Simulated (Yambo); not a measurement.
# GaP (F-43m) in Yambo: notebook

One crystal, GaP, is run at these levels: LDA; tasks: G0W0 quasiparticle levels.

Everything below comes from runs of Yambo 5.3.0. Logs are shortened: lines on timing, memory, paths and dates and some standing lists are left out, and cuts for length are marked.

## 1. The crystal as given

Symmetry: F-43m, No. 216, cubic system. The conventional cell has a = 5.451 Å, b = 5.451 Å, c = 5.451 Å, α = 90.00°, β = 90.00°, γ = 90.00°. Ga (site symmetry -43m) is surrounded by 4 P at 2.36 Å. Around P (site symmetry -43m) lie 4 Ga at 2.36 Å.

## 2. G0W0 quasiparticle levels, LDA

g0w07.in reads:

```
gw0
dyson
el_el_corr
rim_cut
HF_and_locXC
ppa
em1d
RandQpts= 1000000
RandGvec= 50 RL
EXXRLvcs= 106 Ry
VXCRLvcs= 106 Ry
Chimod= "HARTREE"
% BndsRnXp
 1 | 93 |
%
NGsBlkXp= 15 Ry
% LongDrXp
 1 | 1 | 1 |
%
PPAPntXp= 27.21138 eV
% GbndRnge
 1 | 93 |
%
GTermKind= "BG"
DysSolver= "n"
ExtendOut
% QPkrange
 1 | 1 | 13 | 14 |
 3 | 3 | 13 | 14 |
%
```

scf.in reads:

```
&CONTROL
  calculation = 'scf'
  prefix = 'pwscf'
  outdir = './tmp'
  pseudo_dir = './pseudo'
/
&SYSTEM
  ibrav = 0
  nat = 2
  ntyp = 2
  ecutwfc = 106
  nbnd = 20
  occupations = 'smearing'
  smearing = 'fd'
  degauss = 0.00367493
  force_symmorphic = .true.
/
&ELECTRONS
  conv_thr = 4d-10
  electron_maxstep = 120
  mixing_beta = 0.5
/
ATOMIC_SPECIES
Ga    69.7230 Ga.upf
P     30.9738 P.upf
CELL_PARAMETERS angstrom
   0.0000000000    2.7252500000    2.7252500000
   2.7252500000    0.0000000000    2.7252500000
   2.7252500000    2.7252500000    0.0000000000
ATOMIC_POSITIONS crystal
Ga     0.0000000000    0.0000000000    0.0000000000
P      0.7500000000    0.7500000000    0.7500000000
K_POINTS automatic
8 8 8 0 0 0
```

nscf.in reads:

```
&CONTROL
  calculation = 'nscf'
  prefix = 'pwscf'
  outdir = './tmp'
  pseudo_dir = './pseudo'
/
&SYSTEM
  ibrav = 0
  nat = 2
  ntyp = 2
  ecutwfc = 106
  nbnd = 93
  occupations = 'fixed'
  force_symmorphic = .true.
/
&ELECTRONS
  conv_thr = 1d-08
  diago_full_acc = .true.
  diago_thr_init = 1d-06
/
ATOMIC_SPECIES
Ga    69.7230 Ga.upf
P     30.9738 P.upf
CELL_PARAMETERS angstrom
   0.0000000000    2.7252500000    2.7252500000
   2.7252500000    0.0000000000    2.7252500000
   2.7252500000    2.7252500000    0.0000000000
ATOMIC_POSITIONS crystal
Ga     0.0000000000    0.0000000000    0.0000000000
P      0.7500000000    0.7500000000    0.7500000000
K_POINTS automatic
4 4 4 0 0 0
```

Potentials or basis: PseudoDojo 0.4.1 SR LDA stringent.

On the command line:

```bash
$ OMP_NUM_THREADS=1 pw.x -in scf.in > scf.out
$ OMP_NUM_THREADS=1 pw.x -in nscf.in > nscf.out
$ cd tmp/pwscf.save; p2y; mv SAVE ../..; cd ../..
$ OMP_NUM_THREADS=1 yambo
$ mkdir -p g0w07; ln -s $PWD/g0w00/ndb.pp* g0w07/
$ mkdir -p g0w07; ln -s $PWD/g0w00/ndb.RIM g0w07/
$ OMP_NUM_THREADS=1 yambo -F g0w07.in -J g0w07 -C g0w07_out
```

Yambo's report:

```text
[... sections 02.01 to 02.04 as in the set-up run ...]

[... 5 lines left out ...]
  [X] Bosonic    Temperature                        :  0.000000  0.000000 [eV K]
  [X] Finite Temperature mode                       : no
  [X] El. density                                   :  0.64228E+24 [cm-3]
  [X] Fermi Level                                   :  7.952597 [eV]

  [X] === Gaps and Widths ===
  [X] Conduction Band Min                           :  1.500883 [eV]
  [X] Valence Band Max                              :  0.000000 [eV]
  [X] Filled Bands                                  :  13
  [X] Empty Bands                                   :   14   93
  [X] Direct Gap                                    :  1.600861 [eV]
  [X] Direct Gap localized at k                     :  1
  [X] Indirect Gap                                  :  1.500883 [eV]
  [X] Indirect Gap between kpts                     :  1  3
  [X] Last valence band width                       :  3.468589 [eV]
  [X] 1st conduction band width                     :  3.094052 [eV]

 [03] Transferred momenta grid and indexing
 ==========================================

 IBZ Q-points                                      :   8
 BZ  Q-points                                      :   64

 K/Q-points units:
 rlu = crystal or reduced units; cc = cartesian coordinates; iku = interal k-units

 Q [1]          [rlu]:  0.000000  0.000000  0.000000
 Q [2]          [rlu]: -0.25926E-17 -0.25926E-17  0.25000
 Q [3]          [rlu]:  0.51853E-17  0.51853E-17 -0.50000
 Q [4]          [rlu]:  0.17252E-17  0.25000      0.25000
 Q [5]          [rlu]:  0.64517E-16  0.25000      0.50000
 Q [6]          [rlu]:  0.51853E-17  0.25000     -0.25000
 Q [7]          [rlu]: -0.34504E-17 -0.50000     -0.50000
 Q [8]          [rlu]:  0.250000 -0.500000 -0.250000

 [04] Coloumb potential Random Integration (RIM)
 ===============================================

 Summary of Coulomb integrals for non-metallic bands |Q|[au] RIM/Bare

 Q [1] 0.100000E-4 0.995988 * Q [2] 0.264147 1.066458
 Q [4] 0.305010 1.065091 * Q [6] 0.431350 1.027253
 Q [5] 0.505803 1.020682 * Q [3] 0.528294 1.017918
 Q [7] 0.610021 1.014689 * Q [8] 0.682024 1.011759

 [05] Dipoles
 ============

  [05.01] Setup: observables and procedures
  =========================================

  [WF-Oscillators/G space/Transverse up loader] Normalization (few states)  min/max  :  0.52042E-17   1.0000

  [WR./g0w07//ndb.dipoles]--------------------------------------------------------
   Brillouin Zone Q/K grids (IBZ/BZ)                :    8   64    8   64
   RL vectors                                       :   5985 [WF]
   Fragmentation                                    : yes
   Electronic Temperature                           :  0.000000 [K]
   Bosonic    Temperature                           :  0.000000 [K]
   DIP band range                                   :    1   93
   DIP band range limits                            :  13  14
   DIP e/h energy range                             : -1.000000 -1.000000 [eV]
   RL vectors in the sum                            :   5985
   [r,Vnl] included                                 : yes
   Bands ordered                                    : yes
   Direct v evaluation                              : no
   Approach used                                    : G-space v
   Dipoles computed                                 : R V P [G-space]
   Wavefunctions                                    : Slater exchange(X)+Perdew & Wang(C)

 [06] Dynamic Dielectric Matrix (PPA)
 ====================================

 [07] Local Exchange-Correlation + Non-Local Fock
 ================================================

 [VXC] Plane waves :   5065
 [EXS] Plane waves :   5065

 QP @ state[ 1 ] K range:  1  1
 QP @ state[ 1 ] b range:  13  14
 QP @ state[ 2 ] K range:  3  3
 QP @ state[ 2 ] b range:  13  14

 [xc] Functional : Slater exchange(X)+Perdew & Wang(C)
 [xc] LIBXC used to calculate xc functional
  PP Number of Atomic Species                      :  2
  NLCC RL compoments                               :   40341
  PP Number of Atomic Species                      :  2
  NLCC RL compoments                               :   40341
 [WR./g0w07//ndb.HF_and_locXC]---------------------------------------------------
  Brillouin Zone Q/K grids (IBZ/BZ)                :    8   64    8   64
  RL vectors                                       :   5985 [WF]
  Fragmentation                                    : no
  Electronic Temperature                           :  0.000000 [K]
  Bosonic    Temperature                           :  0.000000 [K]
  Green`s function   wavefunctions                 : Slater exchange(X)+Perdew & Wang(C)
  Total number of QP states                        :   4
  Exchange RL vectors                              :   5065
  Exchange summation bands                         :  13
  RIM RL components                                :   51
  RIM random points                                :  1000000

 [xc] E_xc :  -22.77125 [Ha]
      E_xc :  -45.54249 [Ry]

  Local XC kind (lXC) : Slater exchange(X)+Perdew & Wang(C)
  Non-Local XC kind (nlXC) : Hartree-Fock

  Corrections @ K [1] :  [eV]
 <13|nlXC|13> = -15.16719  0.21140E-16 <13|lXC|13> = -13.24882  0.000000
 <14|nlXC|14> = -8.318840 -0.15495E-17 <14|lXC|14> = -13.06323 -0.18882E-15

  Corrections @ K [3] :  [eV]
 <13|nlXC|13> = -14.94914 -0.69705E-17 <13|lXC|13> = -12.69912 -0.94408E-16
 <14|nlXC|14> = -7.847319 -0.59994E-18 <14|lXC|14> = -12.26849 -0.47204E-16

 [08] Dyson equation: Newton solver
 ==================================

 [WARNING] Response block size in GW reduced to 307     RL (8000    mHa)

  [08.01] G0W0 (W PPA)
  ====================

  [  GW  ] Bands range     :    1   93
  [GW/PPA] G damping       :  0.100000 [eV]

  QP @ state[ 1 ] K range:  1  1
  QP @ state[ 1 ] b range:  13  14
  QP @ state[ 2 ] K range:  3  3
  QP @ state[ 2 ] b range:  13  14

   Current Q-pt index             :  1
   :: PP condition fails/total    :  0.265998
   :: Time ordering fails/rest    :  0.499935
   :: Mean rel dev of PP cond     :  0.266021
   Current Q-pt index             :  2
   :: PP condition fails/total    :  0.264448
   :: Time ordering fails/rest    :  0.499935
   :: Mean rel dev of PP cond     :  0.264471
   Current Q-pt index             :  3
   :: PP condition fails/total    :  0.266549
   :: Time ordering fails/rest    :  0.499964
   :: Mean rel dev of PP cond     :  0.266570
   Current Q-pt index             :   4
   :: PP condition fails/total    :  0.264194
   :: Time ordering fails/rest    :  0.499935
   :: Mean rel dev of PP cond     :  0.264215
   Current Q-pt index             :   5
   :: PP condition fails/total    :  0.261796
   :: Time ordering fails/rest    :  0.499921
   :: Mean rel dev of PP cond     :  0.261815
   Current Q-pt index             :   6
   :: PP condition fails/total    :  0.263451
   :: Time ordering fails/rest    :  0.500065
   :: Mean rel dev of PP cond     :  0.263470
   Current Q-pt index             :   7
   :: PP condition fails/total    :  0.263430
   :: Time ordering fails/rest    :  0.499993
   :: Mean rel dev of PP cond     :  0.263449
   Current Q-pt index             :   8
   :: PP condition fails/total    :  0.262348
   :: Time ordering fails/rest    :  0.500122
   :: Mean rel dev of PP cond     :  0.262367

  [08.02] QP properties and I/O
  =============================

  Legend (energies in eV)
  - B  : Band       - Eo  : bare energy
  - E  : QP energy  - Z   : Renormalization factor
  - So : Sc(Eo)     - S   : Sc(E)
  - dSp: Sc derivative precision

  - lXC: Local XC (Slater exchange(X)+Perdew & Wang(C))
  -nlXC: non-Local XC (Hartree-Fock)

  QP [eV] @ K [1] (iku):  0.000000  0.000000  0.000000
   B=13 Eo=  0.00 E= -0.73 E-Eo= -0.73 Re(Z)=0.78 Im(Z)=-0.140659E-2 nlXC= -15.1672 lXC= -13.2488 So= 0.982298
   B=14 Eo=  1.60 E=  1.97 E-Eo=  0.37 Re(Z)=0.79 Im(Z)=-0.139710E-2 nlXC= -8.31884 lXC= -13.0632 So= -4.27015

  QP [eV] @ K [3] (iku): -0.250000 -0.250000  0.250000
   B=13 Eo= -1.13 E= -1.82 E-Eo= -0.70 Re(Z)=0.78 Im(Z)=-0.146117E-2 nlXC= -14.9491 lXC= -12.6991 So=  1.35700
   B=14 Eo=  1.50 E=  1.85 E-Eo=  0.35 Re(Z)=0.80 Im(Z)=-0.137936E-2 nlXC= -7.84732 lXC= -12.2685 So= -3.97764

  [WR./g0w07//ndb.QP]-------------------------------------------------------------
   Lattice constants                                :  5.149976  5.149976  5.149976
   Coulomb cutoff potential                         : none
   Electronic Temperature                           :  0.000000 [K]
   Bosonic    Temperature                           :  0.000000 [K]
   Green`s function   energies                      : Slater exchange(X)+Perdew & Wang(C)
   wavefunctions                                    : Slater exchange(X)+Perdew & Wang(C)
   PPA    diel. fun.  energies                      : Slater exchange(X)+Perdew & Wang(C)
   wavefunctions                                    : Slater exchange(X)+Perdew & Wang(C)
   QP tot states                                    :   4
   GW solver                                        : Newton
   GW approximation                                 : PPA
   PPA imaginary Energy                             :  27.21138 ev
   RIM G`s                                          :   51
   RIM random pts                                   :  1000000
   dS/dw steps                                      :  2
   dS/dw step                                       :  0.100000 ev
   X G`s                                            :  307 used
   X G`s                                            :  307 disk
   X bands                                          :    1   93
   X poles                                          :  100.0000 o/o
   X e/h E range                                    : -1.000000 -1.000000 ev
   X Hxc Kernel                                     : HARTREE
   X BZ energy Double Grid                          : no
   X Optical Averaged directions                    : none
   Sc/G bands                                       :    1   93
   Sc/G damping                                     :  0.100000 ev
   Sc bands terminator                              : yes
   Sc terminator kind                               : BG
   Sc Terminator pole                               :  40.81708
   Sx RL components                                 :   5065

   QP @ state[ 1 ] K range                          :  1  1
   QP @ state[ 1 ] b range                          :  13  14
   QP @ state[ 2 ] K range                          :  3  3
   QP @ state[ 2 ] b range                          :  13  14
   GF energies kind                                 : Slater exchange(X)+Perdew & Wang(C)
   GF WF`s kind                                     : Slater exchange(X)+Perdew & Wang(C)
   Xs energies kind                                 : Slater exchange(X)+Perdew & Wang(C)
   Xs WF`s kind                                     : Slater exchange(X)+Perdew & Wang(C)
```

What came out:

| Item | Value |
| --- | --- |
| Band gap on the k mesh, mean-field level | 1.50 eV, indirect (least direct gap 1.60 eV) |
| Quasiparticle gap | 2.58 eV |
| Least direct quasiparticle gap | 2.71 eV |
| Quasiparticle gap at Γ | 2.71 eV |
| Band gap of the same states before the correction | 1.50 eV |

Quasiparticle terms (eV):
| k point | band | Kohn-Sham level | Vxc | Σx | Σc | Z | result |
| --- | --- | --- | --- | --- | --- | --- | --- |
| (0.000, 0.000, 0.000) | 13 | 0.00 | -13.25 | -15.17 | 0.98 | 0.78 | -0.73 |
| (0.000, 0.000, 0.000) | 14 | 1.60 | -13.06 | -8.32 | -4.27 | 0.79 | 1.97 |
| (0.000, 0.000, -0.500) | 13 | -1.13 | -12.70 | -14.95 | 1.36 | 0.78 | -1.82 |
| (0.000, 0.000, -0.500) | 14 | 1.50 | -12.27 | -7.85 | -3.98 | 0.80 | 1.85 |

Caveat: the k mesh is coarse (spacing up to 0.50 Å⁻¹), so the values aren't converged; this version prints the column dSc/dw multiplied by 27.2; the terminator is approximate in this version, by hundredths of an eV. A k mesh can miss the band edges.

## 3. G0W0 quasiparticle levels, LDA

g0w08.in reads:

```
gw0
dyson
el_el_corr
rim_cut
HF_and_locXC
ppa
em1d
RandQpts= 1000000
RandGvec= 50 RL
EXXRLvcs= 106 Ry
VXCRLvcs= 106 Ry
Chimod= "HARTREE"
% BndsRnXp
 1 | 93 |
%
NGsBlkXp= 15 Ry
% LongDrXp
 1 | 1 | 1 |
%
PPAPntXp= 27.21138 eV
% GbndRnge
 1 | 93 |
%
GTermKind= "none"
DysSolver= "n"
OnMassShell
ExtendOut
% QPkrange
 1 | 1 | 13 | 14 |
 3 | 3 | 13 | 14 |
%
```

scf.in is that of step 2.

nscf.in is that of step 2.

Potentials or basis: PseudoDojo 0.4.1 SR LDA stringent.

On the command line:

```bash
$ OMP_NUM_THREADS=1 pw.x -in scf.in > scf.out
$ OMP_NUM_THREADS=1 pw.x -in nscf.in > nscf.out
$ cd tmp/pwscf.save; p2y; mv SAVE ../..; cd ../..
$ OMP_NUM_THREADS=1 yambo
$ mkdir -p g0w08; ln -s $PWD/g0w00/ndb.pp* g0w08/
$ mkdir -p g0w08; ln -s $PWD/g0w00/ndb.RIM g0w08/
$ OMP_NUM_THREADS=1 yambo -F g0w08.in -J g0w08 -C g0w08_out
```

Yambo's report:

```text
[... sections 02.01 to 02.04 as in the set-up run ...]

  [02.05] Energies & Occupations
  ==============================

  [X] === General ===
  [X] Electronic Temperature                        :  0.000000  0.000000 [eV K]
  [X] Bosonic    Temperature                        :  0.000000  0.000000 [eV K]
  [X] Finite Temperature mode                       : no
  [X] El. density                                   :  0.64228E+24 [cm-3]
  [X] Fermi Level                                   :  7.952597 [eV]

  [X] === Gaps and Widths ===
  [X] Conduction Band Min                           :  1.500883 [eV]
  [X] Valence Band Max                              :  0.000000 [eV]
  [X] Filled Bands                                  :  13
  [X] Empty Bands                                   :   14   93
  [X] Direct Gap                                    :  1.600861 [eV]
  [X] Direct Gap localized at k                     :  1
  [X] Indirect Gap                                  :  1.500883 [eV]
  [X] Indirect Gap between kpts                     :  1  3
  [X] Last valence band width                       :  3.468589 [eV]
  [X] 1st conduction band width                     :  3.094052 [eV]

 [03] Transferred momenta grid and indexing
 ==========================================

 IBZ Q-points                                      :   8
 BZ  Q-points                                      :   64

 K/Q-points units:
[... 151 lines left out ...]
   B=14 Eo=  1.60 E=  2.20 E-Eo=  0.60 Re(Z)=1.00 Im(Z)=  0.00000 nlXC= -8.31884 lXC=-13.06323

  QP [eV] @ K [3] (iku): -0.250000 -0.250000  0.250000
   B=13 Eo= -1.13 E= -1.91 E-Eo= -0.78 Re(Z)=1.00 Im(Z)=  0.00000 nlXC=-14.94914 lXC=-12.69912
   B=14 Eo=  1.50 E=  2.05 E-Eo=  0.55 Re(Z)=1.00 Im(Z)=  0.00000 nlXC= -7.84732 lXC=-12.26849

  [WR./g0w08//ndb.QP]-------------------------------------------------------------
   Lattice constants                                :  5.149976  5.149976  5.149976
   Coulomb cutoff potential                         : none
   Electronic Temperature                           :  0.000000 [K]
   Bosonic    Temperature                           :  0.000000 [K]
   Green`s function   energies                      : Slater exchange(X)+Perdew & Wang(C)
   wavefunctions                                    : Slater exchange(X)+Perdew & Wang(C)
   PPA    diel. fun.  energies                      : Slater exchange(X)+Perdew & Wang(C)
   wavefunctions                                    : Slater exchange(X)+Perdew & Wang(C)
   QP tot states                                    :   4
   GW solver                                        : Newton
   GW approximation                                 : PPA
   PPA imaginary Energy                             :  27.21138 ev
   RIM G`s                                          :   51
   RIM random pts                                   :  1000000
   dS/dw steps                                      :  2
   dS/dw step                                       :  0.100000 ev
   X G`s                                            :  307 used
   X G`s                                            :  307 disk
   X bands                                          :    1   93
   X poles                                          :  100.0000 o/o
   X e/h E range                                    : -1.000000 -1.000000 ev
   X Hxc Kernel                                     : HARTREE
   X BZ energy Double Grid                          : no
   X Optical Averaged directions                    : none
   Sc/G bands                                       :    1   93
   Sc/G damping                                     :  0.100000 ev
   Sc bands terminator                              : no
   Sx RL components                                 :   5065

   QP @ state[ 1 ] K range                          :  1  1
   QP @ state[ 1 ] b range                          :  13  14
   QP @ state[ 2 ] K range                          :  3  3
   QP @ state[ 2 ] b range                          :  13  14
   GF energies kind                                 : Slater exchange(X)+Perdew & Wang(C)
   GF WF`s kind                                     : Slater exchange(X)+Perdew & Wang(C)
   Xs energies kind                                 : Slater exchange(X)+Perdew & Wang(C)
   Xs WF`s kind                                     : Slater exchange(X)+Perdew & Wang(C)
```

What came out:

| Quantity | Value |
| --- | --- |
| Band gap on the k mesh, mean-field level | 1.50 eV, indirect (least direct gap 1.60 eV) |
| Quasiparticle gap | 2.86 eV |
| Least direct quasiparticle gap | 3.01 eV |
| Quasiparticle gap at Γ | 3.01 eV |
| Band gap of the same states before the correction | 1.50 eV |

Quasiparticle terms (eV):
```csv
k point,band,Kohn-Sham level,Vxc,Σx,Σc,Z,result
"(0.000, 0.000, 0.000)",13,0.00,-13.25,-15.17,1.11,1.00,-0.81
"(0.000, 0.000, 0.000)",14,1.60,-13.06,-8.32,-4.14,1.00,2.20
"(0.000, 0.000, -0.500)",13,-1.13,-12.70,-14.95,1.47,1.00,-1.91
"(0.000, 0.000, -0.500)",14,1.50,-12.27,-7.85,-3.87,1.00,2.05
```

Caveat: the k mesh is coarse (spacing up to 0.50 Å⁻¹), so the values aren't converged; this version prints the column dSc/dw multiplied by 27.2; without the factor Z the correction comes out too large. A k mesh can miss the band edges.
